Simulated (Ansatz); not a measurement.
Ir:

```xyz
1
Lattice="0.0000 1.9156 1.9156 1.9156 0.0000 1.9156 1.9156 1.9156 0.0000" Properties=species:S:1:pos:R:3 pbc="T T T"
Ir    0.0000    0.0000    0.0000
```

* Program: Ansatz 0.2.0
* Task: relaxation of cell and atoms
* Functional: PBEsol0
* Potentials or basis: Ansatz PAW earlier set
* Cutoff: 740 eV
* Density cutoff: 2960 eV
* k mesh: 9 × 9 × 9
* Occupations: gaussian, width 0.1 eV
* Spin: no spin polarisation

At the start: volume 14.06 Å³/atom.

Q: Where does the relaxation end?

A: It ends after 4 steps and the volume is 13.68 Å³/atom (-2.7 %); space group Fm-3m (No. 225, to 0.05 Å).

The path:
| step | energy change (eV) | largest force (eV/Å) | volume (Å³) |
| --- | --- | --- | --- |
| 1 | 0.0000 | 0.0000 | 14.06 |
| 2 | -0.0133 | 0.0000 | 13.72 |
| 3 | -0.0135 | 0.0000 | 13.68 |
| 4 | -0.0134 | 0.0000 | 13.68 |

Final structure:
```
CELL_PARAMETERS angstrom
0.00000 1.89820 1.89820
1.89820 0.00000 1.89820
1.89820 1.89820 0.00000
ATOMIC_POSITIONS crystal
Ir 0.00000 0.00000 0.00000
```

Caveat: the plane-wave basis is chosen anew once the cell has moved, so the energies of steps on either side of that aren't comparable; the PAW data sets come from PBE, with cores solved anew for the run's functional, which leaves a small shift of forces and pressure.
